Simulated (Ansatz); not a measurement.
**Harmonic thermodynamics of AlNi$_{3}$**

All numbers below come from Ansatz, DFT PBE, scalar-relativistic, plane waves, PAW. Plane waves to 420 eV; Γ-centred k mesh 20×14×10; Fermi-Dirac smearing of 0.15 eV. No spin polarisation. Phonons by linear response, acoustic sum rule imposed.

Equilibrium structure at this level:
```cif
data_structure
_symmetry_space_group_name_H-M 'Pmmm'
_symmetry_Int_Tables_number 47
_cell_length_a 2.6234
_cell_length_b 3.4095
_cell_length_c 5.1282
_cell_angle_alpha 90.000
_cell_angle_beta 90.000
_cell_angle_gamma 90.000
_cell_volume 45.87
loop_
_atom_site_label
_atom_site_type_symbol
_atom_site_symmetry_multiplicity
_atom_site_Wyckoff_symbol
_atom_site_fract_x
_atom_site_fract_y
_atom_site_fract_z
_atom_site_occupancy
Al1 Al 1 h 0.50000 0.50000 0.50000 1
Ni1 Ni 2 q 0.00000 0.00000 0.75376 1
Ni2 Ni 1 f 0.50000 0.50000 0.00000 1
```

The cell was found from a structure generator's guess, not taken from experiment. In a metal, frequencies and elastic constants depend on the k mesh and the smearing, soft modes and shear constants most. Some empty bands missed the eigensolver's threshold. The q mesh is coarse, so values between its points are rough.

Force constants from linear response on a 4×2×1 q mesh, interpolated to a fine mesh.

Question: What is the zero-point energy per atom?

Answer: 39.3 meV.

Question: How large are the vibrational entropy and heat capacity at 300 K?

Answer: S = 3.32 k_B and C_V = 2.73 k_B per atom, 91 % of the Dulong–Petit value.

Question: Tabulate them against temperature.

Answer:
| T (K) | F_vib (meV/atom) | S (k_B/atom) | C_V (k_B/atom) |
| --- | --- | --- | --- |
| 100 | 37.0 | 0.85 | 1.53 |
| 200 | 23.3 | 2.27 | 2.45 |
| 300 | -1.0 | 3.32 | 2.73 |
| 400 | -33.3 | 4.13 | 2.84 |
| 500 | -71.7 | 4.77 | 2.90 |
| 600 | -115.1 | 5.30 | 2.93 |
| 700 | -162.8 | 5.75 | 2.95 |
| 800 | -214.1 | 6.15 | 2.96 |
| 900 | -268.6 | 6.49 | 2.97 |
| 1000 | -325.9 | 6.81 | 2.97 |
